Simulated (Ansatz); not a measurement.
**Is this SiC₂ stable against decomposition?**

Theory: DFT PBE, scalar-relativistic, plane waves, PAW in Ansatz. All cells share a 420 eV cutoff and Γ-centred k meshes spaced at most about 0.3 Å⁻¹ (about 0.25 or finer for metals, 2π included). No spin polarisation.

Energies over the elements count from the elements' standard structures at the same level, with no fitted energy shifts.

These are static total energies at zero pressure. The reference form of C is held partly by dispersion forces, which this level lacks.

The competitors are the elements and 2 reference phases of this chemical system (from databases or known types: Si7C, SiC), relaxed at the same level; other known phases may be missing.

The candidate was reached from: Si and C ordered on hcp sites.

```cif
data_structure
_symmetry_space_group_name_H-M 'P-3m1'
_symmetry_Int_Tables_number 164
_cell_length_a 2.8391
_cell_length_b 2.8391
_cell_length_c 7.6317
_cell_angle_alpha 90.000
_cell_angle_beta 90.000
_cell_angle_gamma 120.000
_cell_volume 53.27
loop_
_atom_site_label
_atom_site_type_symbol
_atom_site_symmetry_multiplicity
_atom_site_Wyckoff_symbol
_atom_site_fract_x
_atom_site_fract_y
_atom_site_fract_z
_atom_site_occupancy
Si1 Si 2 d 0.33333 0.66667 0.35060 1
C1 C 2 d 0.33333 0.66667 0.76641 1
C2 C 2 d 0.33333 0.66667 0.96189 1
```

The lowest competing mixture at this composition:

```tsv
phase	space group	source	share of atoms	ΔE_f (eV/atom)
C	-	element	0.3333	-0.0002
SiC	P6_3mc (No. 186)	Materials Project	0.6667	-0.204
```

The lowest database cell of C (-0.0002) lies slightly below the reference, hence the non-zero entry.

Task: What are the hull's energy here, the candidate's formation energy and its margin?

Result: The hull lies at -0.136 eV/atom, the weighted sum of the last column. The candidate has 0.655 eV/atom, which is 0.79 eV/atom above it. The candidate matches no cell in the subsets of the Crystallography Open Database and the Materials Project at hand. A phase this far over the hull is unlikely to be made. It holds C–C nets (shortest 1.49 Å).
